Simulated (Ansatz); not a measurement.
Runs of Ansatz 0.2.0 on ZrC. It takes space group Fm-3m (No. 225, cubic). Conventional cell: a = 4.730 Å, b = 4.730 Å, c = 4.730 Å, α = 90.00°, β = 90.00°, γ = 90.00°. Zr (site symmetry m-3m) is surrounded by 6 C at 2.37 Å. C (site symmetry m-3m) has 6 Zr at 2.37 Å as nearest neighbours. 

```csv
task,level,spin,k mesh,cutoff (eV),points for each segment of the path,q mesh,gap on the mesh (eV),pressure (GPa),V0 of scaled cells (Å³/atom),B0 (GPa)
band structure,PBEsol,"SOC, no magnetisation",10 × 10 × 10,420,14,-,none,(b),-,-
equation of state,r2SCAN,off,10 × 10 × 10,500,-,-,-,-,13.07,(a)
band structure,LDA,off,10 × 10 × 10,420,14,-,none,-12.5,-,-
phonons,PBEsol,off,8 × 8 × 8,420,8,2 × 2 × 2,none,-,-,-
equation of state,LDA,off,10 × 10 × 10,420,-,-,-,-,12.50,247
```

Alike in all rows: potentials or basis Ansatz PAW; cell as given; smearing fermi-dirac 0.05 eV.

Q: Estimate the missing entries.

A: (a) 229; (b) -8.5.

Caveats: the PAW data sets come from PBE, with cores solved anew for the run's functional, which leaves a small shift of forces and pressure (some runs); the PAW data sets were made with another functional, which shifts forces and pressure a little (some runs).

A k mesh can miss the band edges, and rows without SOC leave out spin-orbit coupling on Zr.

A gap of «none» marks a metal or a gap under the smearing width.

Runs at the PBE level aren't shown here.
